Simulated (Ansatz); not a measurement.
# CaO (rocksalt): other levels of theory at one geometry

Task: rerun one cell of CaO (rocksalt) with changes to the functional and spin–orbit coupling, and weigh what each level gives against its time.

Method: DFT at several levels, plane waves, PAW, in Ansatz 0.2.0.

3 further runs of the same task are left out: 1 that didn't finish, 2 set aside as unsound or not needed.

**1. The structure to begin with**

The structure is cubic, space group Fm-3m (No. 225). The conventional cell has a = 4.831 Å, b = 4.831 Å, c = 4.831 Å, α = 90.00°, β = 90.00°, γ = 90.00°. Ca (site symmetry m-3m) has 6 O at 2.42 Å as nearest neighbours. O (site symmetry m-3m) has 6 Ca at 2.42 Å as nearest neighbours.

Structure file:

```cif
data_structure
_symmetry_space_group_name_H-M 'Fm-3m'
_symmetry_Int_Tables_number 225
_cell_length_a 4.8308
_cell_length_b 4.8308
_cell_length_c 4.8308
_cell_angle_alpha 90.000
_cell_angle_beta 90.000
_cell_angle_gamma 90.000
_cell_volume 112.74
loop_
_atom_site_label
_atom_site_type_symbol
_atom_site_symmetry_multiplicity
_atom_site_Wyckoff_symbol
_atom_site_fract_x
_atom_site_fract_y
_atom_site_fract_z
_atom_site_occupancy
Ca1 Ca 4 b 0.50000 0.00000 0.00000 1
O1 O 4 a 0.00000 0.00000 0.00000 1
```

An earlier run at PBE left this cell at 14.092 Å³/atom and 0.00 GPa (12×12×12 mesh), gap on the mesh 3.66 eV.

Levels to run: PBE+SOC; r²SCAN; PBEsol; LDA; HSE06. Hardware: 2 threads of Arm Neoverse V1, shared host.

**2. PBE+SOC**

input.yaml

```yaml
crystal:
  lattice:
    - [0.0, 2.4154225699, 2.4154225699]
    - [2.4154225699, 0.0, 2.4154225699]
    - [2.4154225699, 2.4154225699, 0.0]
  atoms:
    - { symbol: Ca, position: [0.5, 0.5, 0.5] }
    - { symbol: O, position: [0.0, 0.0, 0.0] }
basis:
  ecutwfc: 420
  ecutrho_ratio: 4
kpoints:
  mp_grid: { grid: [12, 12, 12] }
hamiltonian:
  xc: pbe
scf:
  occupations: { method: gaussian, width: 0.05 }
output:
  forces: true
  stress: true
  eigenvalues: true
  populations: true
  dos: { projected: true, de: 0.02 }
  write_density: true
  write_potential: true
  elf: true
  volumetric_format: npy
magnetization:
  noncollinear: true
  spin_orbit: true
```

Command:

```sh
$ ansatz run input.yaml --threads 2 --pin off --max-ram 2662MiB --backend cpu --events-out ev --progress --plain --runs-dir out
```

After this run come: r²SCAN; PBEsol; LDA; HSE06.

Before running it: what results should come out? Wanted: for each run, gap less HSE06's; pressure.

**Answer**, as computed:

| level | mesh | gap on the mesh (eV) | gap less HSE06's (eV) | pressure (GPa) | time |
| --- | --- | --- | --- | --- | --- |
| PBE | 12×12×12 | 3.66 | -1.65 | 0.0 | 7.4 s* |
| LDA | 12×12×12 | 3.49 | -1.82 | -8.4 | 1.3 s |
| PBEsol | 12×12×12 | 3.56 | -1.75 | -4.2 | 1.3 s |
| PBE+SOC | 12×12×12 | 3.64 | -1.67 | 0.0 | 6.7 s* |
| r²SCAN | 12×12×12 | 4.20 | -1.11 | -2.5 | 3 s |
| HSE06 | 6×6×6 | 5.31 | 0 | -2.2 | 9.5 s |

Times are on 2 threads of Arm Neoverse V1, shared host. * Includes bands or densities of states.

The pressure runs from -8.4 GPa (LDA) to 0.0 GPa (PBE+SOC); a negative pressure means that level wants a smaller cell, a positive one a larger cell. The gap is widest with HSE06 (5.31 eV) and narrowest with LDA (3.49 eV). Spin–orbit coupling alone moves the gap by -0.01 eV. Taking HSE06 as the top rung, r²SCAN comes nearest in gap (-1.11 eV) at 5.7 s of CPU time against 17 s; the meshes differ, and the hybrid has no spin–orbit coupling. Total energies of different levels have different zeros and can't be compared.
